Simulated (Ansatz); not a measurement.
Given:

Starting cell, ZrO₂ (tetragonal-ZrO2 type, space group P4_2/nmc):

```xyz
6
Lattice="3.6208 0.0000 0.0000 0.0000 3.6208 0.0000 0.0000 0.0000 5.2843" Properties=species:S:1:pos:R:3 pbc="T T T"
Zr     0.0000     0.0000     0.0000
Zr     1.8104     1.8104     2.6421
O      0.0000     1.8104     1.0173
O      0.0000     1.8104     3.6594
O      1.8104     0.0000     1.6248
O      1.8104     0.0000     4.2670
```

The atoms are displaced by Q × the pattern below (from a DFPT mode at Γ, largest move 1; Q in Å), at fixed cell.

| atom | x | y | z |
|---|---|---|---|
| Zr1 | 0.000 | 0.000 | -0.351 |
| Zr2 | 0.000 | 0.000 | -0.351 |
| O3 | 0.000 | 0.000 | 1.000 |
| O4 | 0.000 | 0.000 | 1.000 |
| O5 | 0.000 | 0.000 | 1.000 |
| O6 | 0.000 | 0.000 | 1.000 |

Computed with PBE (plane waves to 420 eV, PAW, scalar-relativistic; Ansatz, a quantum-chemistry and plane-wave program). k mesh 9×9×6 (Γ-centred), Fermi-Dirac smearing 0.05 eV. E stands for the smeared free energy. The PAW data are Ansatz's earlier set. This is a high-temperature form of ZrO2. ZrO2 is run without spin polarisation. ZrO2 was relaxed with its symmetry unable to fall. ΔE is measured from the undisplaced structure.

The scan covers Q from -0.280 to 0.280 Å in 13 points.

Q: Which space group does the distorted structure have?

A: P4_2mc (No. 105), lowered from P4_2/nmc.

Q: Is the energy the same for equal positive and negative displacements?

A: Even: the same for both signs.

Q: What is the energy change at Q = 0.280 Å?

A: 1175 meV/cell.

Q: What harmonic wavenumber does the curvature at Q = 0 give?

A: 320 cm⁻¹.

(A displaced cell: forces are minus the slopes of the energy, force constants its curvatures, and phonons follow from these.)
